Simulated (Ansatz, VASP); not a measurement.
SiO2: VASP beside Ansatz

```xyz
9
Lattice="4.9883 0.0000 0.0000 -2.4942 4.3200 0.0000 0.0000 0.0000 5.5905" Properties=species:S:1:pos:R:3 pbc="T T T"
Si   -1.2471    2.1600    1.8635
Si    1.2471    2.1600    3.7270
Si    2.4942    0.0000    0.0000
O     0.9470    3.4267    4.6588
O     2.4942    2.5335    2.7953
O     3.4411    0.8933    0.9318
O     1.5472    0.8933    4.6588
O     0.0000    1.7866    2.7953
O    -0.9470    3.4267    0.9318
```

Alike in both runs: task single point; functional LDA; k mesh 6 × 6 × 4; occupations gaussian, width 0.02 eV; no spin polarisation.

|  | VASP | Ansatz |
| --- | --- | --- |
| version | VASP 6.6.1 | Ansatz 0.2.0 |
| potentials or method | VASP PAW LDA potentials, release 64 (Si, O) | scalar-relativistic, plane waves, PAW |
| plane-wave cutoff (eV) | 520 | 420 |
| valence electrons in the cell | 48 | 48 |

Ansatz gave:

| Item | Value |
| --- | --- |
| gap on the k mesh at the Fermi level (eV) | 5.49 |
| least direct gap on the mesh (eV) | 5.63 |
| pressure (GPa) | 0.9 |
| largest component of the traceless stress (GPa) | 0.93 |
| rms of the force components (eV/Å) | 0.000 |

Estimate VASP's values.

gap on the k mesh at the Fermi level (eV): 5.49; least direct gap on the mesh (eV): 5.63; pressure (GPa): 1.5; largest component of the traceless stress (GPa): 0.87; rms of the force components (eV/Å): 0.004.

Atom by atom the forces differ by 0.004 eV/Å (rms over components).

A k mesh can miss the band edges. As with any semilocal functional, this LDA gap is likely too small.
